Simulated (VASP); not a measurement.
# C (Fd-3m) in VASP: settings compared

The runs below take C through optical spectrum, phonons, dielectric tensor, with PBE, LDA.

Everything below comes from runs of VASP 6.6.1. Logs are shortened: lines on timing, memory, paths and dates and some standing lists are left out, and cuts for length are marked.

## 1. The structure

The structure is cubic, space group Fd-3m (No. 227). Conventional cell: a = 3.555 Å, b = 3.555 Å, c = 3.555 Å, α = 90.00°, β = 90.00°, γ = 90.00°. Around C (site symmetry -43m) lie 4 C at 1.54 Å.

This isn't the form of C at room conditions, which is graphite.

## 2. Optical spectrum, PBE

Contents of INCAR:

```
  PREC = Accurate
  ENCUT = 520
  EDIFF = 1E-7
  ISMEAR = 0
  SIGMA = 0.03
  LREAL = F
  LASPH = T
  NELM = 80
  ALGO = Normal
  ISIF = 2
  LWAVE = F
  LCHARG = F
  GGA = PE
  LOPTICS = T
  NBANDS = 36
  NEDOS = 2000
  CSHIFT = 0.1
```

Contents of KPOINTS:

```
Automatic mesh
0
Gamma
  14 14 14
```

Contents of POSCAR:

```
C                                       
1.0
    0.0000000000      1.7774542777      1.7774542777
    1.7774542777      0.0000000000      1.7774542777
    1.7774542777      1.7774542777      0.0000000000
  C             
     2
Direct
     0.0000000000000000    0.0000000000000000    0.0000000000000000
     0.2500000000000000    0.2500000000000000    0.2500000000000000
```

Potentials or basis: VASP PAW PBE potentials, release 64 (C).

Launch:

```sh
cat potpaw_PBE.64/C/POTCAR > POTCAR
mpirun -np 1 vasp_std > vasp.out
```

OUTCAR:

```text
PREC = Accurate
   ENCUT = 520
   EDIFF = 1E-7
   ISMEAR = 0
   LREAL = F
   LASPH = T
   NELM = 80
   ISIF = 2
   GGA = PE

 ion  position               nearest neighbor table
   1  0.000  0.000  0.000-   2 1.54   2 1.54   2 1.54   2 1.54
   2  0.250  0.250  0.250-   1 1.54   1 1.54   1 1.54   1 1.54

  LATTYP: Found a face centered cubic cell.
 ALAT       =     3.5549085554

  Lattice vectors:

 A1 = (   0.0000000000,   1.7774542777,   1.7774542777)
 A2 = (   1.7774542777,   0.0000000000,   1.7774542777)
 A3 = (   1.7774542777,   1.7774542777,   0.0000000000)

Analysis of symmetry for initial positions (statically):
=====================================================================
 Subroutine PRICEL returns:
 Original cell was already a primitive cell.

 Routine SETGRP: Setting up the symmetry group for a
 face centered cubic supercell.

 Subroutine GETGRP returns: Found 48 space group operations
 (whereof 24 operations were pure point group operations)
 out of a pool of 48 trial point group operations.

The static configuration has the point symmetry T_d .
 The point group associated with its full space group is O_h .

Analysis of symmetry for dynamics (positions and initial velocities):
=====================================================================
 Subroutine PRICEL returns:
 Original cell was already a primitive cell.

 Routine SETGRP: Setting up the symmetry group for a
 face centered cubic supercell.

 Subroutine GETGRP returns: Found 48 space group operations
 (whereof 24 operations were pure point group operations)
 out of a pool of 48 trial point group operations.

[... 624 lines left out ...]
  in kB       69.6479625     69.6479625     69.6479625     -0.0000000     -0.0000000     -0.0000000
  external PRESSURE =      69.6479625 kB  Pullay stress =       0.0000000 kB

 VOLUME and BASIS-vectors are now :
 -----------------------------------------------------------------------------
  energy-cutoff  :      520.00
  volume of cell :       11.23
      direct lattice vectors                 reciprocal lattice vectors
     0.000000000  1.777454278  1.777454278    -0.281301188  0.281301188  0.281301188
     1.777454278  0.000000000  1.777454278     0.281301188 -0.281301188  0.281301188
     1.777454278  1.777454278  0.000000000     0.281301188  0.281301188 -0.281301188

 POSITION                                       TOTAL-FORCE (eV/Angst)
 -----------------------------------------------------------------------------------
      0.00000      0.00000      0.00000         0.000000      0.000000      0.000000
      0.88873      0.88873      0.88873        -0.000000     -0.000000     -0.000000
 -----------------------------------------------------------------------------------
    total drift:                                0.000000      0.000000      0.000000

  FREE ENERGIE OF THE ION-ELECTRON SYSTEM (eV)
  ---------------------------------------------------
  free  energy   TOTEN  =       -18.1817826937 eV

  energy  without entropy=      -18.1817826937  energy(sigma->0) =      -18.18178269

 electrical conductivity sigma (Mega S m-1) (frequency dependency in vasprun.xml)
  --------------------------------------------------------------------------------------
       0.000      -0.000      -0.000
      -0.000       0.000      -0.000
      -0.000      -0.000       0.000

  frequency dependent IMAGINARY DIELECTRIC FUNCTION (independent particle, no local field effects) density-density
     E(ev)      X         Y         Z        XY        YZ        ZX
  --------------------------------------------------------------------------------------------------------------
     0.00000     0.00000     0.00000     0.00000     0.00000     0.00000     0.00000
     1.52681     0.01444     0.01444     0.01444    -0.00000    -0.00000     0.00000
     3.05361     0.03548     0.03548     0.03548    -0.00000    -0.00000     0.00000
     4.58042     0.08890     0.08890     0.08890    -0.00000    -0.00000     0.00000
     6.10723     2.82919     2.82919     2.82919    -0.00000     0.00000    -0.00000
     7.63403     2.16403     2.16403     2.16403    -0.00000    -0.00000     0.00000
[... 92 lines left out ...]
   149.62704     0.00006     0.00006     0.00006    -0.00000    -0.00000     0.00000
   151.15385     0.00006     0.00006     0.00006    -0.00000    -0.00000     0.00000

  frequency dependent      REAL DIELECTRIC FUNCTION (independent particle, no local field effects) density-density
     E(ev)        X           Y           Z          XY          YZ          ZX
  --------------------------------------------------------------------------------------------------------------
     0.00000     5.93718     5.93718     5.93718    -0.00000    -0.00000     0.00000
     1.52681     6.04410     6.04410     6.04410    -0.00000    -0.00000     0.00000
     3.05361     6.40968     6.40968     6.40968    -0.00000    -0.00000     0.00000
     4.58042     7.26867     7.26867     7.26867    -0.00000    -0.00000     0.00000
     6.10723    10.80772    10.80772    10.80772    -0.00000    -0.00000     0.00000
     7.63403     8.14956     8.14956     8.14956    -0.00000    -0.00000     0.00000
[... 92 lines left out ...]
   149.62704     0.95566     0.95566     0.95566     0.00000     0.00000    -0.00000
   151.15385     0.95661     0.95661     0.95661     0.00000     0.00000    -0.00000

  frequency dependent IMAGINARY DIELECTRIC FUNCTION (independent particle, no local field effects) current-current
     E(ev)      X         Y         Z        XY        YZ        ZX
  --------------------------------------------------------------------------------------------------------------
     0.00000    12.93523    12.93523    12.93523     0.00000     0.00000    -0.00000
     1.52681     0.67514     0.67514     0.67514     0.00000     0.00000    -0.00000
     3.05361     0.38976     0.38976     0.38976     0.00000     0.00000    -0.00000
     4.58042     0.36259     0.36259     0.36259     0.00000     0.00000    -0.00000
     6.10723     3.15252     3.15252     3.15252     0.00000    -0.00000     0.00000
     7.63403     2.34861     2.34861     2.34861    -0.00000    -0.00000     0.00000
[... 92 lines left out ...]
   149.62704     0.00000     0.00000     0.00000    -0.00000    -0.00000     0.00000
   151.15385     0.00000     0.00000     0.00000    -0.00000    -0.00000     0.00000

  frequency dependent      REAL DIELECTRIC FUNCTION (independent particle, no local field effects) current-current
     E(ev)        X           Y           Z          XY          YZ          ZX
  --------------------------------------------------------------------------------------------------------------
     0.00000     5.93536     5.93536     5.93536     0.00000     0.00000    -0.00000
     1.52681     6.04190     6.04190     6.04190     0.00000     0.00000    -0.00000
     3.05361     6.40702     6.40702     6.40702     0.00000     0.00000    -0.00000
     4.58042     7.26436     7.26436     7.26436     0.00000     0.00000    -0.00000
     6.10723    10.71261    10.71261    10.71261     0.00000     0.00000    -0.00000
     7.63403     8.09515     8.09515     8.09515     0.00000     0.00000    -0.00000
[... 92 lines left out ...]
   149.62704     0.95566     0.95566     0.95566    -0.00000    -0.00000     0.00000
   151.15385     0.95661     0.95661     0.95661    -0.00000    -0.00000     0.00000
```

Run time: 23 s. Hardware: 1 thread of Intel Xeon 6975P-C (Granite Rapids), shared host; peak memory 0.14 GiB.

What came out:

```yaml
Free_energy: -18.1818 eV
Pressure: 7.0 GPa
Band_gap_on_the_k_mesh: 4.15 eV, indirect (least direct gap 5.62 eV)
```

Dielectric function (mean over the directions given):
| energy (eV) | real part | imaginary part |
| --- | --- | --- |
| 0.31 | 5.94 | 0.00 |
| 1.30 | 6.01 | 0.01 |
| 2.37 | 6.21 | 0.02 |
| 3.36 | 6.53 | 0.04 |
| 4.43 | 7.14 | 0.08 |
| 5.42 | 8.49 | 0.33 |
| 6.49 | 7.53 | 1.78 |
| 7.48 | 7.52 | 2.97 |
| 8.55 | 8.80 | 5.37 |
| 9.54 | 9.33 | 7.02 |
| 10.61 | 12.99 | 12.91 |
| 11.60 | 2.40 | 12.65 |
| 12.67 | -7.82 | 7.82 |
| 13.66 | -2.41 | 3.90 |
| 14.73 | -2.55 | 6.53 |
| 15.73 | -4.08 | 3.86 |
| 16.79 | -2.33 | 2.13 |
| 17.79 | -2.05 | 2.52 |
| 18.86 | -2.06 | 1.55 |
| 19.92 | -1.21 | 0.62 |

Caveat: spectra need much finer meshes, so this one isn't converged; independent-particle spectra lack excitons.

## 3. Phonons, LDA

This run uses another cell than the first one, of 5.52 Å³/atom, 0.982 times its volume.

Contents of POSCAR:

```
C
1.0
    0.0000000000      1.7669621626      1.7669621626
    1.7669621626      0.0000000000      1.7669621626
    1.7669621626      1.7669621626      0.0000000000
  C
     2
Direct
     0.0000000000000000    0.0000000000000000    0.0000000000000000
     0.2500000000000000    0.2500000000000000    0.2500000000000000
```

Contents of INCAR.step1:

```
PREC = Accurate ; ENCUT = 600
EDIFF = 1E-8 ; ISMEAR = 0
SIGMA = 0.03 ; LREAL = False
LASPH = True ; NELM = 80
ALGO = Normal ; ISIF = 3
LWAVE = False ; LCHARG = False
IBRION = 2 ; NSW = 40
EDIFFG = -0.002
```

Contents of INCAR.step2:

```
PREC = Accurate ; ENCUT = 600
EDIFF = 1E-8 ; ISMEAR = 0
SIGMA = 0.03 ; LREAL = False
LASPH = True ; NELM = 80
ALGO = Normal ; ISIF = 2
LWAVE = False ; LCHARG = False
IBRION = 6 ; NFREE = 2
POTIM = 0.015 ; NSW = 1
```

Contents of KPOINTS:

```
regular mesh
0
Gamma
  14 14 14
```

Potentials or basis: VASP PAW LDA potentials, release 64 (C).

Launch:

```sh
cat potpaw_LDA.64/C/POTCAR > POTCAR
cp INCAR.step1 INCAR
mpirun -np 1 vasp_std > vasp.out
cp CONTCAR POSCAR
cp INCAR.step2 INCAR
mpirun -np 1 vasp_std > vasp.out
```

OUTCAR:

```text
PREC = Accurate
   ENCUT = 600
   EDIFF = 1E-8
   ISMEAR = 0
   LREAL = False
   LASPH = True
   NELM = 80
   ISIF = 2
   IBRION = 6
   NFREE = 2
   POTIM = 0.015
   NSW = 1

 ion  position               nearest neighbor table
   1  0.000  0.000  0.000-   2 1.53   2 1.53   2 1.53   2 1.53
   2  0.250  0.250  0.250-   1 1.53   1 1.53   1 1.53   1 1.53

  LATTYP: Found a face centered cubic cell.
 ALAT       =     3.5339243252

  Lattice vectors:

 A1 = (   0.0000000000,   1.7669621626,   1.7669621626)
 A2 = (   1.7669621626,   0.0000000000,   1.7669621626)
 A3 = (   1.7669621626,   1.7669621626,   0.0000000000)

Analysis of symmetry for initial positions (statically):
=====================================================================
 Subroutine PRICEL returns:
 Original cell was already a primitive cell.

[... 535 lines left out ...]
  Total        0.0002678      0.0048222      0.0048222      0.0000000     -0.0635228      0.0000000
  in kB        0.0388936      0.7002365      0.7002365      0.0000000     -9.2241991      0.0000000
  external PRESSURE =       0.4797889 kB  Pullay stress =       0.0000000 kB
[... 17 lines left out ...]
  FREE ENERGIE OF THE ION-ELECTRON SYSTEM (eV)
  ---------------------------------------------------
  free  energy   TOTEN  =       -20.2478584660 eV

  energy  without entropy=      -20.2478584660  energy(sigma->0) =      -20.24785847

 INTERNAL STRAIN TENSORS FROM DISPLACED ATOMS
 ============================================

 INTERNAL STRAIN TENSOR FOR ION    1 for displacements in x,y,z  (eV/Angst):
          X           Y           Z          XY          YZ          ZX
  --------------------------------------------------------------------------------
  x     0.00000     0.00000     0.00000     0.00000     4.23603     0.00000
  y     0.00000     0.00000     0.00000     0.00000     0.00000     4.23603
  z     0.00000     0.00000     0.00000     4.23603     0.00000     0.00000

 INTERNAL STRAIN TENSOR FOR ION    2 for displacements in x,y,z  (eV/Angst):
          X           Y           Z          XY          YZ          ZX
  --------------------------------------------------------------------------------
  x     0.00000    -0.00000    -0.00000     0.00000    -4.23603     0.00000
  y    -0.00000     0.00000    -0.00000     0.00000     0.00000    -4.23603
  z    -0.00000    -0.00000     0.00000    -4.23603     0.00000     0.00000

 Eigenvectors and eigenvalues of the dynamical matrix
 ----------------------------------------------------

   1 f  =   39.686464 THz   249.357408 2PiTHz 1323.797949 cm-1   164.129954 meV
             X         Y         Z           dx          dy          dz
      0.000000  0.000000  0.000000     0.000000   -0.707107    0.000000
      0.883481  0.883481  0.883481     0.000000    0.707107    0.000000
[... 21 lines left out ...]
   6 f  =    0.000000 THz     0.000000 2PiTHz    0.000000 cm-1     0.000000 meV
             X         Y         Z           dx          dy          dz
      0.000000  0.000000  0.000000     0.000000    0.000000    0.707107
      0.883481  0.883481  0.883481     0.000000    0.000000    0.707107

 ELASTIC MODULI CONTR FROM IONIC RELAXATION (kBar)
 Direction    XX          YY          ZZ          XY          YZ          ZX
 --------------------------------------------------------------------------------
 XX          -0.0000     -0.0000     -0.0000     -0.0000      0.0000     -0.0000
 YY          -0.0000     -0.0000     -0.0000     -0.0000     -0.0000      0.0000
 ZZ          -0.0000     -0.0000     -0.0000      0.0000     -0.0000     -0.0000
 XY          -0.0000     -0.0000      0.0000    -67.3263      0.0000      0.0000
 YZ           0.0000     -0.0000     -0.0000      0.0000    -67.3263      0.0000
 ZX          -0.0000      0.0000     -0.0000      0.0000      0.0000    -67.3263
 --------------------------------------------------------------------------------
```

Wall time 65 s (1 thread of Intel Xeon Platinum 8259CL at 2.50GHz (Skylake/Cascade Lake), shared host); peak memory 0.17 GiB.

Results:

- Highest phonon frequency at Γ: 1324 cm⁻¹

Phonon frequencies in cm⁻¹ (negative: imaginary):
```
              q point           frequencies
(0.000, 0.000, 0.000)  0 0 0 1324 1324 1324
```

(Continued in part 2 of 2.)
